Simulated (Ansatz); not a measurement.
Computed with Ansatz, DFT PBE, scalar-relativistic, plane waves, PAW. Settings: cutoff 420 eV, Γ-centred meshes spaced at most about 0.3 Å⁻¹ (2π included), Gaussian smearing. No spin polarisation.

Temperature and zero-point effects are left out.

Compare these two cells of Ga3As2P, each relaxed at this level.

A.

```cif
data_structure
_symmetry_space_group_name_H-M 'I-4m2'
_symmetry_Int_Tables_number 119
_cell_length_a 4.0032
_cell_length_b 4.0032
_cell_length_c 17.0083
_cell_angle_alpha 90.000
_cell_angle_beta 90.000
_cell_angle_gamma 90.000
_cell_volume 272.57
loop_
_atom_site_label
_atom_site_type_symbol
_atom_site_symmetry_multiplicity
_atom_site_Wyckoff_symbol
_atom_site_fract_x
_atom_site_fract_y
_atom_site_fract_z
_atom_site_occupancy
Ga1 Ga 4 e 0.50000 0.50000 0.32928 1
Ga2 Ga 2 b 0.50000 0.50000 0.00000 1
P1 P 2 c 0.00000 0.50000 0.25000 1
As1 As 4 f 0.50000 0.00000 0.41468 1
```

B.

```cif
data_structure
_symmetry_space_group_name_H-M 'P6_3mc'
_symmetry_Int_Tables_number 186
_cell_length_a 3.9920
_cell_length_b 3.9920
_cell_length_c 19.7519
_cell_angle_alpha 90.000
_cell_angle_beta 90.000
_cell_angle_gamma 120.000
_cell_volume 272.59
loop_
_atom_site_label
_atom_site_type_symbol
_atom_site_symmetry_multiplicity
_atom_site_Wyckoff_symbol
_atom_site_fract_x
_atom_site_fract_y
_atom_site_fract_z
_atom_site_occupancy
Ga1 Ga 2 b 0.66667 0.33333 0.16671 1
Ga2 Ga 2 b 0.66667 0.33333 0.49672 1
Ga3 Ga 2 b 0.66667 0.33333 0.83668 1
P1 P 2 b 0.66667 0.33333 0.95812 1
As1 As 2 b 0.66667 0.33333 0.29273 1
As2 As 2 b 0.66667 0.33333 0.62304 1
```

Task: Which is lower in energy, and by how much?

Result: A is lower, by 13 meV/atom. A has P and As ordered on zinc blende sites, space group I-4m2 (No. 119), 22.7 Å³/atom and a gap of 0.58 eV on its mesh; B has P and As ordered on wurtzite sites, space group P6_3mc (No. 186), 22.7 Å³/atom and a gap of 0.53 eV. Counting As or P atoms around Ga (for each partner element, those within 1.25 times its shortest distance or 1.15 times the sum of covalent radii, where it is the nearest in units of that sum or under 1.3), A and B both have Ga 4. Both come from invented guesses. Shaken at random and relaxed again, A came back.

Kohn–Sham gaps at this level usually fall short of measured ones. Cells without such a test can be saddle points.
